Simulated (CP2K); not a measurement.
The system is NaF (Villiaumite).

```xyz
2
Lattice="3.2810 0.0000 0.0000 1.6405 2.8414 0.0000 1.6405 0.9471 2.6789" Properties=species:S:1:pos:R:3 pbc="T T T"
Na    0.0000    0.0000    0.0000
F     3.2810    1.8943    1.3395
```

Base run:

| Item | Value |
| --- | --- |
| Program | CP2K 2026.2 |
| Functional | BEEF-vdW |
| Potentials or basis | POTENTIAL_UZH Na GTH-PBE-q9, F GTH-PBE-q7; TZVP-MOLOPT-PBE-GTH basis |
| Density cutoff | 19048 eV |
| k mesh | 10 × 10 × 10 |
| Occupations | fermi-dirac, width 0.05 eV |
| Spin | no spin polarisation |

Its results: band gap on the k mesh 6.69 eV, direct; pressure 3.9 GPa.

Question: The run is repeated on the same cell with these changes: functional from BEEF-vdW to LDA. What comes out?

Answer: Band gap on the k mesh 5.81 eV, direct; pressure -3.4 GPa.

Caveats: the potentials were made for another functional, which shifts forces and pressure; the basis of atomic orbitals isn't converged, which shifts pressures, moduli and gaps; the real-space grid breaks the cell's symmetry a little (some runs).

A k mesh can miss the band edges.
